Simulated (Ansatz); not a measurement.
# As (R-3m) in Ansatz: notebook

One crystal, As, is run at these levels: LDA; tasks: single point, equation of state.

Program: Ansatz 0.2.0. These are calculated values, not measurements. Logs are shortened: lines on timing, memory, paths and dates and some standing lists are left out, and cuts for length are marked.

## Step 1: Starting point

The structure is trigonal, space group R-3m (No. 166). Conventional cell: a = 3.762 Å, b = 3.762 Å, c = 10.542 Å, α = 90.00°, β = 90.00°, γ = 120.00°. As (site symmetry 3m) is surrounded by 3 As at 2.51 Å.

## Step 2: Single point, LDA, 20.24 Å³/atom (volume scaled by 0.94)

Contents of input.yaml:

```yaml
crystal:
  lattice:
    - [1.8424025153, 1.0637115881, 3.442326315]
    - [-1.8424025153, 1.0637115881, 3.442326315]
    - [0.0, -2.1274231763, 3.442326315]
  atoms:
    - { symbol: As, position: [0.226, 0.226, 0.226] }
    - { symbol: As, position: [0.774, 0.774, 0.774] }
hamiltonian:
  xc: lda
  pseudopotentials: { kind: paw }
kpoints:
  mp_grid: { grid: [9, 9, 9] }
scf:
  occupations: { method: fermi_dirac, width: 0.05 }
output:
  forces: true
  stress: true
  eigenvalues: true
```

Potentials or basis: Ansatz PAW.

Run with:

```sh
> ansatz run input.yaml --threads 2 --pin off --max-ram 5632MiB --backend cpu --events-out ev --progress --plain --runs-dir out
```

Output:

```text
Warning: RAYON_NUM_THREADS=2 ignored (pool sized by the plan → 2); use --threads N
Engine: ansatz 0.2.0, x86_64-unknown-linux-gnu
Pseudopotentials: kind: paw
Pseudopotential: As, paw, valence charge 15, recommended cutoff 420 eV (normal), As.paw.azcp
Functional definition: SPW92
  exchange = slater_x
  correlation = pw_c
Crystal: 2 atoms, lattice volume = 40.477 Å³
Basis set: ecut = 420 eV, 773 PW (Γ)
Bands: 19, of which v1, the nominal top of the filled ones, is band 15 counted from 1 (14 counted from 0)
Symmetry: 12 space group operations
Space group: R-3m (ITA 166), of the structure as read, at distance tolerance 3.4e-5 Å
k-points: 85 of 729
Non-local potential: As, projectors of the file, l = 0: 2, l = 1: 2, l = 2: 3, l = 3: 1
PAW form: soft (Blöchl's): semilocal exchange-correlation on the pseudo side does not see the compensation charge
PAW frozen core: As, regenerated for the run's functional, and the local potential with it (the file was generated under x = pbe(κ = 0.804, μ = 0.2195149727645171), c = pbe(β = 0.06672455060314922))
PAW one-centre angular grid: As, 590 points (default); XC on 64 Gauss nodes
Initial density: superposition of atomic densities (neutral atoms: chi_scale 0, normalization atom), corrected by the library's trained network
Initial wavefunctions: pseudopotential atomic-orbital guess
Functional: x = slater, c = lda
SCF iter   1: F=—  HF=-9547.312738 eV  |F-HF|=—  |Δ(HF+E_count)|=         —  Δρ=5.20e-3  dr2=4.94e-3  ethr=1.77e-3  ⟨swp⟩=5.8  Hψ=7684  notcnv=0
preconditioner: auto → Kerker (q_TF=auto, 2.595 Å⁻¹)  [metal: Δε(μ)=0.028 eV  Ē_g=10.605 eV  σ=0.050 eV  W_gap=0.14  n_scr=14 (ndim 8)  ℏωp=18.5 eV  f_vac=0.005  D(μ)=0.19/eV (n_scr^D=0)]
SCF iter   2: F=—  HF=-9547.310750 eV  |F-HF|=—  |Δ(HF+E_count)|=   1.99e-3  Δρ=3.03e-3  dr2=1.96e-3  ethr=1.65e-5  ⟨swp⟩=1.2  Hψ=2340  notcnv=0
SCF iter   3: F=—  HF=-9547.310067 eV  |F-HF|=—  |Δ(HF+E_count)|=   6.83e-4  Δρ=4.10e-4  dr2=8.25e-5  ethr=6.53e-6  ⟨swp⟩=2.0  Hψ=1987  notcnv=0
SCF iter   4: F=—  HF=-9547.310020 eV  |F-HF|=—  |Δ(HF+E_count)|=   4.64e-5  Δρ=1.23e-4  dr2=6.66e-6  ethr=2.75e-7  ⟨swp⟩=2.2  Hψ=1984  notcnv=0
SCF iter   5: F=—  HF=-9547.310018 eV  |F-HF|=—  |Δ(HF+E_count)|=   2.65e-6  Δρ=2.94e-5  dr2=6.15e-7  ethr=2.22e-8  ⟨swp⟩=2.2  Hψ=2903  notcnv=0
SCF iter   6: F=—  HF=-9547.310018 eV  |F-HF|=—  |Δ(HF+E_count)|=   3.33e-8  Δρ=1.62e-5  dr2=9.33e-8  ethr=3.33e-10  ⟨swp⟩=5.4  Hψ=7320  notcnv=0
SCF iter   7: F=-9547.310017 eV  HF=-9547.310017 eV  |F-HF|=1.38e-9  |Δ(HF+E_count)|=   1.52e-7  Δρ=2.93e-6  dr2=6.08e-9  ethr=3.11e-10  ⟨swp⟩=5.0  Hψ=6805  notcnv=0
SCF 1 converged in 7 iterations: F = -9547.310017 eV  dr2 = 6.08e-9
SCF converged after 7 iterations
Free energy (F): -9547.310017 eV
Harris-Foulkes:  -9547.310017 eV  (|F-HF|=1.38e-9)
Internal energy: -9547.308584 eV  (E = F + TS)
E sigma→0 (E₀):  -9547.309301 eV
Entropy (-TS):   -0.001433 eV (-0.716 meV/atom)
Fermi energy:    11.523696 eV
--- Per-component energies (eV) ---
  E_band       = -451.749892
  E_kinetic    = 208.535303
  E_local      = -3254.540756  (includes V_loc(G=0)·N_el)
  E_nonlocal   = -1330.702803
  E_hartree    = 1815.049605
  E_xc         = -159.319452
  E_vxc        = -160.843473  (∫ρ·V_xc dr)
  E_paw        = -3506.212264  (= ΣΔE_a)
  E_vpaw       = 455.702573  (= ΣTr[D̂ρ^β])
  E_aug_tail   = 0.000016  (compensation charges beyond the density's cutoff)
  E_ewald      = -3324.268693
  E_core_change = 4.150460  (= ΣΔE_core)
  E_smearing   = -0.001433  (= −TS)
  E_closure    = 0.000000  (closes the sum)
  Σ components = -9547.310017   (vs F -9547.310017, Δ=0.00e0)
--- Forces (eV/Å), atoms counted from 1 ---
  atom   1  As     0.00000000    -0.00000000     0.69818739
  atom   2  As     0.00000000     0.00000000    -0.69818739
  max |Σ_I F_I| component: 4.63e-18 eV/Å
--- Stress (GPa, compression-positive) ---
        4.713239      -0.000000       0.000000
        0.000000       4.713239       0.000000
        0.000000       0.000000       2.296525
  P = ⅓ Tr σ = 3.9077 GPa (39.077 kbar)
--- Band table (eV; the first three rows and the last of 85) ---
  k-point 0: bands = ["-25.0425", "-25.0425", "-24.9856", "-24.9856", "-24.9493", "-24.8992", "-24.8992", "-24.8887", "-24.8469", "-24.8469", "-4.1896", "5.8638", "8.7928", "9.3246", "9.3246", "13.0670", "14.4552", "14.4552", "18.3950"]
  k-point 1: bands = ["-25.0408", "-25.0381", "-24.9840", "-24.9822", "-24.9480", "-24.9014", "-24.8998", "-24.8914", "-24.8506", "-24.8489", "-4.0140", "5.2016", "8.8030", "9.1868", "9.3206", "13.3892", "14.1640", "14.3383", "17.3665"]
  k-point 2: bands = ["-25.0365", "-25.0257", "-24.9801", "-24.9730", "-24.9441", "-24.9079", "-24.9042", "-24.8975", "-24.8602", "-24.8544", "-3.4920", "3.6886", "8.5372", "8.8855", "9.7929", "12.9035", "13.6797", "13.8503", "17.3449"]
  k-point 84: bands = ["-25.0281", "-25.0253", "-24.9789", "-24.9771", "-24.9434", "-24.9038", "-24.9022", "-24.8948", "-24.8658", "-24.8637", "-2.6729", "1.2577", "7.8519", "9.1458", "11.0657", "12.6547", "12.7771", "14.7798", "19.1497"]
```

Run time: 4.2 s. Hardware: 2 threads of Intel Xeon at 2.50GHz (Skylake/Cascade Lake), shared host; peak memory 0.36 GiB.

Results:

```yaml
Free_energy: -9547.3100 eV
Pressure: 3.9 GPa
Largest_force: 0.698 eV/Å
Band_gap_on_the_k_mesh: none (metal or under the smearing width)
```

Caveat: the PAW data sets come from PBE, with cores solved anew for the run's functional, which leaves a small shift of forces and pressure.

## Step 3: Single point, LDA, 20.67 Å³/atom (volume scaled by 0.96)

Edit input.yaml of step 2 so:

```diff
@@ -2,5 +2,5 @@
   lattice:
-    - [1.8424025153, 1.0637115881, 3.442326315]
-    - [-1.8424025153, 1.0637115881, 3.442326315]
-    - [0.0, -2.1274231763, 3.442326315]
+    - [1.8553776084, 1.0712027616, 3.4665688483]
+    - [-1.8553776084, 1.0712027616, 3.4665688483]
+    - [0.0, -2.1424055233, 3.4665688483]
   atoms:
@@ -19 +19,5 @@
   eigenvalues: true
+  write_density: true
+  write_potential: true
+  elf: true
+  volumetric_format: npy
```

Potentials or basis: Ansatz PAW.

Run with:

```sh
> ansatz run input.yaml --threads 2 --pin off --max-ram 5632MiB --backend cpu --events-out ev --progress --plain --runs-dir out
```

Wall time 4.9 s (2 threads of Intel Xeon at 2.50GHz (Skylake/Cascade Lake), shared host); peak memory 0.37 GiB.

It converged, with:

```yaml
Free_energy: -9547.3257 eV
Pressure: 2.0 GPa
Largest_force: 0.543 eV/Å
Band_gap_on_the_k_mesh: none (metal or under the smearing width)
```

Caveat: the PAW data sets come from PBE, with cores solved anew for the run's functional, which leaves a small shift of forces and pressure.

## Step 4: Single point, LDA, 21.10 Å³/atom (volume scaled by 0.98)

Contents of input.yaml:

```yaml
crystal:
  lattice:
    - [1.8681737204, 1.0785906003, 3.4904769752]
    - [-1.8681737204, 1.0785906003, 3.4904769752]
    - [0.0, -2.1571812007, 3.4904769752]
  atoms:
    - { symbol: As, position: [0.226, 0.226, 0.226] }
    - { symbol: As, position: [0.774, 0.774, 0.774] }
hamiltonian:
  xc: lda
  pseudopotentials: { kind: paw }
kpoints:
  mp_grid: { grid: [9, 9, 9] }
scf:
  occupations: { method: fermi_dirac, width: 0.05 }
output:
  forces: true
  stress: true
  eigenvalues: true
```

Run with:

```sh
> ansatz run input.yaml --threads 2 --pin off --max-ram 5632MiB --backend cpu --events-out ev --progress --plain --runs-dir out
```

It took 4.3 s on 2 threads of Intel Xeon at 2.50GHz (Skylake/Cascade Lake), shared host; peak memory 0.36 GiB.

Results (log left out):

```yaml
Free_energy: -9547.3315 eV
Pressure: 0.2 GPa
Largest_force: 0.397 eV/Å
Band_gap_on_the_k_mesh: none (metal or under the smearing width)
```

Caveat: the PAW data sets come from PBE, with cores solved anew for the run's functional, which leaves a small shift of forces and pressure.

## Step 5: Single point, LDA, 21.53 Å³/atom

Edit input.yaml of step 4 so:

```diff
@@ -2,5 +2,5 @@
   lattice:
-    - [1.8681737204, 1.0785906003, 3.4904769752]
-    - [-1.8681737204, 1.0785906003, 3.4904769752]
-    - [0.0, -2.1571812007, 3.4904769752]
+    - [1.8807968987, 1.0858785957, 3.5140619945]
+    - [-1.8807968987, 1.0858785957, 3.5140619945]
+    - [0.0, -2.1717571915, 3.5140619945]
   atoms:
```

Run with:

```sh
> ansatz run input.yaml --threads 2 --pin off --max-ram 5632MiB --backend cpu --events-out ev --progress --plain --runs-dir out
```

Wall time 4.2 s (2 threads of Intel Xeon at 2.50GHz (Skylake/Cascade Lake), shared host); peak memory 0.37 GiB.

Results (log left out):

```
Free energy            : -9547.3283 eV
Pressure               : -1.4 GPa
Largest force          : 0.261 eV/Å
Band gap on the k mesh : none (metal or under the smearing width)
```

Caveat: the PAW data sets come from PBE, with cores solved anew for the run's functional, which leaves a small shift of forces and pressure.

## Step 6: Single point, LDA, 21.96 Å³/atom (volume scaled by 1.02)

Edit input.yaml of step 5 so:

```diff
@@ -2,5 +2,5 @@
   lattice:
-    - [1.8807968987, 1.0858785957, 3.5140619945]
-    - [-1.8807968987, 1.0858785957, 3.5140619945]
-    - [0.0, -2.1717571915, 3.5140619945]
+    - [1.8932528703, 1.0930700543, 3.5373346065]
+    - [-1.8932528703, 1.0930700543, 3.5373346065]
+    - [0.0, -2.1861401086, 3.5373346065]
   atoms:
```

Potentials or basis: Ansatz PAW.

Run with:

```sh
> ansatz run input.yaml --threads 2 --pin off --max-ram 5632MiB --backend cpu --events-out ev --progress --plain --runs-dir out
```

It took 4.9 s on 2 threads of Intel Xeon at 2.50GHz (Skylake/Cascade Lake), shared host; peak memory 0.37 GiB.

It converged, with:

- Free energy: -9547.3170 eV
- Pressure: -2.8 GPa
- Largest force: 0.134 eV/Å
- Band gap on the k mesh: none (metal or under the smearing width)

Caveat: the PAW data sets come from PBE, with cores solved anew for the run's functional, which leaves a small shift of forces and pressure.

## Step 7: Single point, LDA, 22.39 Å³/atom (volume scaled by 1.04)

Edit input.yaml of step 6 so:

```diff
@@ -2,5 +2,5 @@
   lattice:
-    - [1.8932528703, 1.0930700543, 3.5373346065]
-    - [-1.8932528703, 1.0930700543, 3.5373346065]
-    - [0.0, -2.1861401086, 3.5373346065]
+    - [1.9055470646, 1.1001681106, 3.5603049553]
+    - [-1.9055470646, 1.1001681106, 3.5603049553]
+    - [0.0, -2.2003362214, 3.5603049553]
   atoms:
```

Run with:

```sh
> ansatz run input.yaml --threads 2 --pin off --max-ram 5632MiB --backend cpu --events-out ev --progress --plain --runs-dir out
```

Run time: 5.3 s. Hardware: 2 threads of Intel Xeon at 2.50GHz (Skylake/Cascade Lake), shared host; peak memory 0.37 GiB.

The run converged. Its results:

* Free energy: -9547.2985 eV
* Pressure: -4.1 GPa
* Largest force: 0.014 eV/Å
* Band gap on the k mesh: none (metal or under the smearing width)

Caveat: the PAW data sets come from PBE, with cores solved anew for the run's functional, which leaves a small shift of forces and pressure.

## Step 8: Single point, LDA, 22.82 Å³/atom (volume scaled by 1.06)

Edit input.yaml of step 7 so:

```diff
@@ -2,5 +2,5 @@
   lattice:
-    - [1.9055470646, 1.1001681106, 3.5603049553]
-    - [-1.9055470646, 1.1001681106, 3.5603049553]
-    - [0.0, -2.2003362214, 3.5603049553]
+    - [1.9176846343, 1.1071757398, 3.5829826684]
+    - [-1.9176846343, 1.1071757398, 3.5829826684]
+    - [0.0, -2.2143514796, 3.5829826684]
   atoms:
```

Run with:

```sh
> ansatz run input.yaml --threads 2 --pin off --max-ram 5632MiB --backend cpu --events-out ev --progress --plain --runs-dir out
```

Run time: 4.9 s. Hardware: 2 threads of Intel Xeon at 2.50GHz (Skylake/Cascade Lake), shared host; peak memory 0.37 GiB.

The run converged. Its results:

* Free energy: -9547.2735 eV
* Pressure: -5.2 GPa
* Largest force: 0.099 eV/Å
* Band gap on the k mesh: none (metal or under the smearing width)

Caveat: the PAW data sets come from PBE, with cores solved anew for the run's functional, which leaves a small shift of forces and pressure.

## Step 9: Equation of state, LDA

Potentials or basis: Ansatz PAW.

This step only gathers the single runs of the series.

What came out:

```yaml
Equilibrium_volume: 21.15 Å³/atom
Bulk_modulus_at_fixed_shape_and_positions: 81 GPa
Pressure_derivative_of_the_bulk_modulus: 4.2
```

Energy against volume, from the lowest point:
| volume (Å³/atom) | energy (meV/atom) |
| --- | --- |
| 20.239 | 10.72 |
| 20.669 | 2.88 |
| 21.100 | 0.00 |
| 21.530 | 1.60 |
| 21.961 | 7.22 |
| 22.392 | 16.47 |
| 22.822 | 28.99 |

Caveat: the cell was scaled at fixed shape and fractional positions, which overstates the stiffness of a crystal with free parameters, most of all of layers and chains.
